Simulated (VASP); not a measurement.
# YbH3 (Fm-3m) in VASP: further runs, part 3 of 3

VASP 6.6.1. Earlier steps stand in the parts before.

**5. Single point, PBEsol**

INCAR reads:

```
SYSTEM = YbH3
PREC     = Accurate       ! precision mode
ENCUT    = 520            ! plane-wave cutoff, eV
EDIFF    = 1E-6           ! SCF threshold, eV
ISMEAR   = 0              ! smearing method
SIGMA    = 0.05           ! smearing width, eV
LREAL    = .False.        ! projectors in reciprocal space
LASPH    = .True.         ! aspherical terms in the spheres
NELM     = 80             ! most SCF steps
ALGO     = Normal         ! electronic algorithm
ISIF     = 2              ! what is computed and relaxed
LWAVE    = .False.        ! write WAVECAR
LCHARG   = .False.        ! write CHGCAR
GGA      = PS             ! functional
NBANDS   = 22             ! bands
```

KPOINTS reads:

```
regular mesh
0
Gamma
  10 10 10
  0 0 0
```

POSCAR reads:

```
YbH3
1.0
    0.0000000000      2.5010058521      2.5010058521
    2.5010058521      0.0000000000      2.5010058521
    2.5010058521      2.5010058521      0.0000000000
Yb H
1 3
Direct
    0.0000000000      0.0000000000      0.0000000000
    0.5000000000      0.5000000000      0.5000000000
    0.2500000000      0.2500000000      0.2500000000
    0.7500000000      0.7500000000      0.7500000000
```

Potentials or basis: VASP PAW PBE potentials, release 64 (Yb, H).

Run with:

```console
> cat potpaw_PBE.64/Yb/POTCAR potpaw_PBE.64/H/POTCAR > POTCAR
> mpirun -np 1 vasp_std > vasp.out
```

OUTCAR:

```text
SYSTEM = YbH3
   PREC = Accurate
   ENCUT = 520
   EDIFF = 1E-6
   ISMEAR = 0
   LREAL = .False.
   LASPH = .True.
   NELM = 80
   ISIF = 2
   GGA = PS

 ion  position               nearest neighbor table
   1  0.000  0.000  0.000-   4 2.17   4 2.17   4 2.17   3 2.17   4 2.17   3 2.17   3 2.17   3 2.17

   2  0.500  0.500  0.500-
   3  0.250  0.250  0.250-   1 2.17   1 2.17   1 2.17   1 2.17
   4  0.750  0.750  0.750-   1 2.17   1 2.17   1 2.17   1 2.17

  LATTYP: Found a face centered cubic cell.
 ALAT       =     5.0020117042

  Lattice vectors:

 A1 = (   0.0000000000,   2.5010058521,   2.5010058521)
 A2 = (   2.5010058521,   0.0000000000,   2.5010058521)
 A3 = (   2.5010058521,   2.5010058521,   0.0000000000)

Analysis of symmetry for initial positions (statically):
=====================================================================
 Subroutine PRICEL returns:
 Original cell was already a primitive cell.

 Routine SETGRP: Setting up the symmetry group for a
 face centered cubic supercell.

 Subroutine GETGRP returns: Found 48 space group operations
 (whereof 48 operations were pure point group operations)
 out of a pool of 48 trial point group operations.

The static configuration has the point symmetry O_h .

Analysis of symmetry for dynamics (positions and initial velocities):
=====================================================================
 Subroutine PRICEL returns:
 Original cell was already a primitive cell.

 Routine SETGRP: Setting up the symmetry group for a
 face centered cubic supercell.

 Subroutine GETGRP returns: Found 48 space group operations
 (whereof 48 operations were pure point group operations)
 out of a pool of 48 trial point group operations.

The dynamic configuration has the point symmetry O_h .

 Subroutine INISYM returns: Found 48 space group operations
 (whereof 48 operations are pure point group operations),
 and found     1 'primitive' translations

----------------------------------------------------------------------------------------

                                     Primitive cell

  volume of cell :      31.2877

  direct lattice vectors                    reciprocal lattice vectors
     0.000000000  2.501005852  2.501005852    -0.199919564  0.199919564  0.199919564
     2.501005852  0.000000000  2.501005852     0.199919564 -0.199919564  0.199919564
     2.501005852  2.501005852  0.000000000     0.199919564  0.199919564 -0.199919564

  length of vectors
     3.536956396  3.536956396  3.536956396     0.346270843  0.346270843  0.346270843

  position of ions in fractional coordinates (direct lattice)
     0.000000000  0.000000000  0.000000000
     0.500000000  0.500000000  0.500000000
     0.250000000  0.250000000  0.250000000
     0.750000000  0.750000000  0.750000000

  ion indices of the primitive-cell ions
   primitive index   ion index
                 1           1
                 2           2
                 3           3
                 4           4

----------------------------------------------------------------------------------------

 KPOINTS: regular mesh

Automatic generation of k-mesh.
 Grid dimensions read from file:
 generate k-points for:   10   10   10

 Generating k-lattice:

  Cartesian coordinates                     Fractional coordinates (reciprocal lattice)
    -0.019991956  0.019991956  0.019991956     0.100000000  0.000000000  0.000000000
     0.019991956 -0.019991956  0.019991956     0.000000000  0.100000000  0.000000000
     0.019991956  0.019991956 -0.019991956     0.000000000  0.000000000  0.100000000

  Length of vectors
     0.034627084  0.034627084  0.034627084

  Shift w.r.t. Gamma in fractional coordinates (k-lattice)
     0.000000000  0.000000000  0.000000000

 Subroutine IBZKPT returns following result:
 ===========================================

 Found     47 irreducible k-points:

 Following reciprocal coordinates:
            Coordinates               Weight
  0.000000  0.000000  0.000000      1.000000
  0.100000  0.000000  0.000000      8.000000
  0.200000  0.000000  0.000000      8.000000
  0.300000  0.000000  0.000000      8.000000
  0.400000  0.000000  0.000000      8.000000
  0.500000  0.000000  0.000000      4.000000
[... 16 lines left out ...]
  0.300000  0.300000  0.000000      6.000000
  0.400000  0.300000  0.000000     24.000000
 [... further k-points ...]
   k-points           NKPTS =     47   k-points in BZ     NKDIM =     47   number of bands    NBANDS=     22
   number of dos      NEDOS =    301   number of ions     NIONS =      4
   total plane-waves  NPLWV =  21952
   dimension x,y,z NGX =    28 NGY =   28 NGZ =   28
   dimension x,y,z NGXF=    56 NGYF=   56 NGZF=   56
   ions per type =               1   3
   NGX,Y,Z   is equivalent  to a cutoff of  13.16, 13.16, 13.16 a.u.
   NGXF,Y,Z  is equivalent  to a cutoff of  26.32, 26.32, 26.32 a.u.
 SYSTEM =  YbH3
   PREC   = accura    normal or accurate (medium, high low for compatibility)
   ISTART =      0    job   : 0-new  1-cont  2-samecut
   ICHARG =      2    charge: 1-file 2-atom 10-const
   ISPIN  =      1    spin polarized calculation?
   LNONCOLLINEAR =      F non collinear calculations
   LSORBIT =      F    spin-orbit coupling
   LASPH  =      T    aspherical Exc in radial PAW
   ENCUT  =  520.0 eV  38.22 Ry    6.18 a.u.   6.58  6.58  6.58*2*pi/ulx,y,z
   NELM   =     80;   NELMIN=  2; NELMDL= -5     # of ELM steps
   EDIFF  = 0.1E-05   stopping-criterion for ELM
   LREAL  =      F    real-space projection
   EDIFFG = 0.1E-04   stopping-criterion for IOM
   NSW    =      0    number of steps for IOM
   IBRION =     -1    ionic relax: 0-MD 1-quasi-New 2-CG
   NFREE  =      0    steps in history (QN), initial steepest desc. (CG)
   ISIF   =      2    stress and relaxation
   ISYM   =      2    0-nonsym 1-usesym 2-fastsym
   POTIM  = 0.5000    time-step for ionic-motion
   TEBEG  =    0.0;   TEEND  =   0.0 temperature during run
   PSTRESS=    0.0 pullay stress
   NELECT =      27.0000    total number of electrons
   NUPDOWN=      -1.0000    fix difference up-down
   EMIN   =  10.00;   EMAX   =-10.00  energy-range for DOS
   EFERMI =   0.00;   METHOD = LEGACY
   ISMEAR =     0;   SIGMA  =   0.05  broadening in eV -4-tet -1-fermi 0-gaus
   EFERMI_NEDOS =   21; number of points for ismear=-14 and -15
   IALGO  =     38    algorithm
   IMIX   =      4    mixing-type and parameters
     AMIX     =   0.40;   BMIX     =  1.00
     AMIX_MAG =   1.60;   BMIX_MAG =  1.00
  volume/ion in A,a.u.               =       7.82        52.79
  Fermi-wavevector in a.u.,A,eV,Ry     =   1.558612  2.945350 33.052248  2.429272
  Thomas-Fermi vector in A             =   2.662091
   LORBIT       =      0    0 simple, 1 ext, 2 COOP (PROOUT), +10 PAW based schemes
   GGA     = PS    functional components
   LHFCALC =     F    Hartree Fock is set to
   AEXX    =    0.0000 exact exchange contribution
   IVDW    =     0    specifies the selected vdW correction
   LEPSILON=     F    determine dielectric tensor
   LRPA    =     F    only Hartree local field effects (RPA)
 non-spin polarized calculation
 Gauss-broadening in eV      SIGMA  =   0.05
  energy-cutoff  :      520.00
  volume of cell :       31.29
 maximum number of plane-waves:       869
 NGX is ok and might be reduce to    28
   NGX = 13   NGY = 13   NGZ = 13

 number of electron      27.0000010 magnetization

 Free energy of the ion-electron system (eV)
  ---------------------------------------------------
  ext. energy  EPLUGINS =         0.00000000
  ---------------------------------------------------
  free energy    TOTEN  =       -15.76880739 eV

  energy without entropy =      -15.76643699  energy(sigma->0) =      -15.76762219

 E-fermi :   1.9565     XC(G=0): -11.6730

 val. band max:        1.9398173304   @ k =   0.4000   0.3000   0.1000
 cond. band min:       1.9913128999   @ k =  -0.4000   0.2000   0.1000
 fundamental gap:      0.0514955694
 Fermi energy:         1.9564771439

 k-point     1 :       0.0000    0.0000    0.0000
  band No.  band energies     occupation
      1     -49.0440      2.00000
      2     -21.0109      2.00000
      3     -21.0109      2.00000
      4     -21.0109      2.00000
      5      -7.2896      2.00000
      6       0.3617      2.00000
[... 14 lines left out ...]
     21      13.9730      0.00000
     22      13.9730      0.00000
[... 552 lines left out ...]
  band No.  band energies     occupation
      1     -49.0066      2.00000
      2     -21.5269      2.00000
      3     -21.1947      2.00000
      4     -21.1716      2.00000
      5      -3.9281      2.00000
      6      -1.7467      2.00000
[... 14 lines left out ...]
     21      13.1031      0.00000
     22      14.2371      0.00000

 [... further k-points ...]
[... 5 lines left out ...]
  --------------------------------------------------------------------------------------
  -------------------------------------------------------------------------------------
  Total       -0.0506130     -0.0506130     -0.0506130     -0.0000000     -0.0000000     -0.0000000
  in kB       -2.5917835     -2.5917835     -2.5917835     -0.0000000     -0.0000000     -0.0000000
  external PRESSURE =      -2.5917835 kB  Pullay stress =       0.0000000 kB

 VOLUME and BASIS-vectors are now :
 -----------------------------------------------------------------------------
  energy-cutoff  :      520.00
  volume of cell :       31.29
      direct lattice vectors                 reciprocal lattice vectors
     0.000000000  2.501005852  2.501005852    -0.199919564  0.199919564  0.199919564
     2.501005852  0.000000000  2.501005852     0.199919564 -0.199919564  0.199919564
     2.501005852  2.501005852  0.000000000     0.199919564  0.199919564 -0.199919564

 POSITION                                       TOTAL-FORCE (eV/Angst)
 -----------------------------------------------------------------------------------
      0.00000      0.00000      0.00000        -0.000000      0.000000     -0.000000
      2.50101      2.50101      2.50101        -0.000000      0.000000     -0.000000
      1.25050      1.25050      1.25050        -0.000000     -0.000000      0.000000
      3.75151      3.75151      3.75151         0.000000      0.000000      0.000000
 -----------------------------------------------------------------------------------
    total drift:                               -0.000000     -0.000000      0.000000

  FREE ENERGIE OF THE ION-ELECTRON SYSTEM (eV)
  ---------------------------------------------------
  free  energy   TOTEN  =       -15.7688073866 eV

  energy  without entropy=      -15.7664369865  energy(sigma->0) =      -15.76762219
```

Wall time 33 s (1 thread of Intel Xeon 6975P-C (Granite Rapids), shared host); peak memory 0.19 GiB.

Results:

| Quantity | Value |
| --- | --- |
| Free energy | -15.7688 eV |
| Pressure | -0.3 GPa |
| Band gap on the k mesh | none (metal or under the smearing width) |

Levels at points of the mesh, in eV from the Fermi level:
| k point | band 9 | band 10 | band 11 | band 12 | band 13 | band 14 | band 15 | band 16 | band 17 | band 18 |
| --- | --- | --- | --- | --- | --- | --- | --- | --- | --- | --- |
| (0.00, 0.00, 0.00) | -0.50 | -0.33 | -0.33 | -0.33 | 1.57 | 2.96 | 2.96 | 2.96 | 3.08 | 6.01 |
| (0.50, 0.00, 0.00) | -0.47 | -0.38 | -0.38 | -0.36 | -0.33 | 1.54 | 2.67 | 2.67 | 7.75 | 7.75 |
| (0.50, 0.50, 0.00) | -0.46 | -0.45 | -0.40 | -0.40 | -0.39 | -0.25 | 7.39 | 7.39 | 7.98 | 8.05 |

Caveat: the PAW data sets were made with another functional, which shifts forces and pressure a little; without U or exact exchange the open f shell lies at the Fermi level, which spoils levels, moments and volumes.

**6. The runs side by side**

| cell | gap on the mesh (eV) | pressure (GPa) |
| --- | --- | --- |
| Fm-3m, 7.82 Å³/atom | none | -0.3 |
| Fm-3m, 11.76 Å³/atom | none | -17.1 |
| Fm-3m, 10.58 Å³/atom | none | -15.6 |

Alike in all rows: task single point; level PBEsol; potentials or basis VASP PAW PBE potentials, release 64 (Yb, H); no spin polarisation; k mesh 10 × 10 × 10; cutoff (eV) 520; smearing gaussian 0.05 eV.

Every run on the cell as given and a fine mesh finds a metal.

Caveats: without U or exact exchange the open f shell lies at the Fermi level, which spoils levels, moments and volumes; so large a pressure means that the cell lies far from this level's equilibrium, or that cutoff or potentials fall short (some runs); the potentials were made for another functional, which shifts forces and pressure (some runs); the PAW data sets were made with another functional, which shifts forces and pressure a little (some runs).

Absolute energies hang on the potentials; compare differences alone.
